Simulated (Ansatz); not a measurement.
**Correcting a cheap level on molecular compounds of O**

The atomisation energy (no zero-point term) in kJ/mol of 7 molecular compounds of O: x at r2SCAN0-D4/def2-TZVPP, y at CCSD(T)/CBS estimate. Shapes, held fixed at every level: PBE0-D4/def2-TZVP. Flexible molecules stand in one conformer, not always the lowest. Programs: Ansatz 0.2.0.

| molecule | x (kJ/mol) | y (kJ/mol) |
| --- | --- | --- |
| C2H6O (dimethyl ether) | 3296 | 3341 |
| Si2Cl3OF3 (SMILES F[Si](F)(F)O[Si](Cl)(Cl)Cl) | 3850 | 3952 |
| C3H6O (methoxyethene) | 3936 | 3985 |
| C3H8O (methoxyethane) | 4536 | 4585 |
| C2H5BO3 (SMILES C=COB(O)O) | 4806 | 4883 |
| C4H10O (diethyl ether) | 5770 | ? |
| C5H8O (allyl vinyl ether) | 5773 | 5836 |

Q: Fit y = c + s·x to the known rows and predict y for C4H10O.

A: 
1. Means of the 6 rows: x = 4366.17, y = 4430.3.
2. Σ(Δx)² = 3798205, Σ(Δx·Δy) = 3807140, so the slope is 3807140/3798205 = 1.0024.
3. Intercept: 4430.3 − (1.0024) × 4366.17 = 53.7. The largest residual of the fit is 39.
4. C4H10O: 53.7 + 1.0024 × 5770 = 5838 kJ/mol.

CCSD(T)/CBS estimate gives 5824 kJ/mol, so the prediction is off by +14 kJ/mol, within the largest residual. Uncorrected, r2SCAN0-D4/def2-TZVPP misses it by -54 kJ/mol, and the other rows by 64 on average. The line overshoots: the miss goes from -54 to +14. Left out in turn, the other rows are missed by 25 kJ/mol on average, so much of the error is systematic among these molecules. The CBS estimate extrapolates MP2 from def2-TZVPP and def2-QZVPP and adds CCSD(T) − MP2 in the triple-zeta set, cores frozen.

The hybrid underbinds every molecule here, but the shortfall follows bond type more than total atomisation energy. It is largest for the fluorinated and chlorinated siloxane, next largest for the borate ester, and smaller in all the ethers. The siloxane and borate ester contain strongly polar Si–F, Si–O or B–O bonds, whose description probably suffers more from the hybrid's approximate correlation and finite basis. Among the saturated ethers, each added CH2 group brings nearly the same set of C–C and C–H bonds, so both methods give almost additive energies and their gap widens only slowly.

This explains the overshoot for diethyl ether: the siloxane and borate ester raise the line, which lies above the reference for every fitted ether too. The largest residual, 39, belongs to the siloxane and is therefore a loose measure of the error expected for an ether. The near-unit slope mostly reflects the shared growth of binding energy with the number and strength of bonds, and doesn't establish a transferable correction for oxygen compounds. A fit to ethers alone would probably serve diethyl ether better.
